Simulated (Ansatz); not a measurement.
# Ge: the cost of one run

Computed with Ansatz 0.2.0 (DFT PBEsol, scalar-relativistic, plane waves, PAW, unless a step's input says otherwise).

3 further runs of the same task are left out: 1 that didn't finish, 2 set aside as unsound or not needed. Runs told in other sessions of the task aren't counted.

## 1. Starting point

Symmetry: I4_1/amd, No. 141, tetragonal system. Conventional cell: a = 5.126 Å, b = 5.126 Å, c = 2.794 Å, α = 90.00°, β = 90.00°, γ = 90.00°. Ge (site symmetry -4m2) has 6 Ge at 2.66 to 2.79 Å in its first shell of neighbours.

As a file:

```xyz
4
Lattice="-2.5638 2.5621 1.3968 -2.5638 -2.5621 -1.3968 2.5638 -2.5621 4.1904" Properties=species:S:1:pos:R:3 pbc="T T T"
Ge   -2.5638   -1.2811    1.0466
Ge    0.0000   -3.8432    2.4434
Ge    0.0000   -1.2811    3.1438
Ge   -2.5638    1.2811    1.7470
```

It goes back to an entry of the Materials Project, which need not be the stable form.

It is built from the cell relaxed beforehand with the same method (18.35 Å³/atom).

## 2. Zero of energy

The cell is repeated 2 times, 4 atoms in all. Reference values: F = -17013.3354 eV; pressure -0.01 GPa; largest force 0.002 eV/Å; gap on the mesh none (metal). It was computed beforehand with the settings of the runs below.

## 3. Next: a frozen normal mode

Mode 7 of the phonon run on this cell, counted from the lowest, is frozen in: each atom moves by x times its row below, so x is the largest displacement.

```
atom     ux      uy      uz
 Ge1  0.000  -0.707   0.707
 Ge2  0.000   0.707  -0.707
 Ge3  0.000  -0.707   0.707
 Ge4  0.000   0.707  -0.707
```

## 4. x = -0.300 Å

input.yaml reads:

```yaml
crystal:
  lattice:
    - [-2.5637634424, 2.5621121165, 1.3967991573]
    - [-2.5637634424, -2.5621121165, -1.3967991573]
    - [2.5637634424, -2.5621121165, 4.1903974718]
  atoms:
    - { symbol: Ge, position: [0.5450466938, 0.7086076406, 0.2536543344] }
    - { symbol: Ge, position: [0.0795995168, 0.7913923594, 0.8709918762] }
    - { symbol: Ge, position: [0.4204004832, 0.2086076406, 0.6290081238] }
    - { symbol: Ge, position: [0.9549533062, 0.2913923594, 0.2463456656] }
basis:
  ecutwfc: 420
kpoints:
  mp_grid: { grid: [18, 18, 18] }
hamiltonian:
  xc: pbesol
scf:
  occupations: { method: gaussian, width: 0.15 }
output:
  forces: true
  stress: true
  eigenvalues: true
```

The run is started by

```
> ansatz run input.yaml --threads 2 --pin off --max-ram 5120MiB --backend cpu --events-out ev --progress --plain --runs-dir out
```

What time and memory should one allow on 2 threads of Intel Xeon 6975P-C (Granite Rapids), shared host?

About 49 s, with a peak of 2.5 GiB.
